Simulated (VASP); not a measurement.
Here is a VASP 6.6.1 calculation.

Contents of POSCAR:

```
H
1.0
    6.4150690000      0.0000000000      0.0000000000
    0.0000000000      6.4150690000      0.0000000000
    0.0000000000      0.0000000000      6.4150690000
H
16
Direct
    0.1450491024      0.3579540610      0.6582314235
    0.2642528085      0.3596064204      0.6492369763
    0.0756655930      0.9278621945      0.8389933140
    0.0514725563      0.8553766140      0.9241521798
    0.5976397136      0.7326187762      0.4949440139
    0.5332600476      0.8315732847      0.4990281476
    0.5115923149      0.6805382764     -0.0172562446
    0.4907507620      0.6056209216     -0.1021345211
    0.3665120360      0.1492423542      0.1462961661
    0.2635201586      0.1356961242      0.0932647802
    1.0902298946      0.6682391101      0.2143234936
    0.9995995367      0.6969371647      0.2869337804
    0.7140531146      0.1361325965      0.2907373249
    0.8158446932      0.1284631545      0.3472916659
    0.9790541614      0.2994979477      1.0198175577
    0.9102006541      0.3464654862      0.9430763722
```

File INCAR.step1:

```
PREC = Accurate
ENCUT = 520
ISMEAR = -1
SIGMA = 0.02
LREAL = Auto
LASPH = True
NELM = 100
NBANDS = 22
GGA = PE
ALGO = Normal
EDIFF = 1E-4
LWAVE = True
LCHARG = False
```

Contents of INCAR.step2:

```
PREC = Accurate
ENCUT = 520
EDIFF = 1E-7
ISMEAR = -1
SIGMA = 0.02
LREAL = Auto
LASPH = True
NELM = 100
ALGO = Normal
ISIF = 2
LWAVE = False
LCHARG = True
METAGGA = R2SCAN
LMIXTAU = True
IVDW = 12
VDW_S6 = 1.0
VDW_S8 = 0.78981345
VDW_A1 = 0.49484001
VDW_A2 = 5.73083694
LELF = True
LVHAR = True
NBANDS = 22
ISTART = 1
```

Contents of KPOINTS:

```
Automatic mesh
0
Gamma
  1 1 1
```

Potentials or basis: VASP PAW PBE potentials, release 64 (H).

Launch:

```console
$ cat potpaw_PBE.64/H/POTCAR > POTCAR
$ cp INCAR.step1 INCAR
$ mpirun -np 1 vasp_gam > vasp.out
$ cp INCAR.step2 INCAR
$ mpirun -np 1 vasp_gam > vasp.out
```

Predict the pressure.

-0.1 GPa.

What does it give for the band gap on the k mesh?

10.36 eV, direct.

Estimate the largest force.

0.905 eV/Å.

Stress tensor (GPa, compression positive):
```
-0.65  0.24  0.11
 0.24  0.05 -0.25
 0.11 -0.25  0.36
```

Caveat: the PAW data sets were made with another functional, which shifts forces and pressure a little. r2SCAN opens gaps a little over a GGA but as a rule still falls short of measured ones.
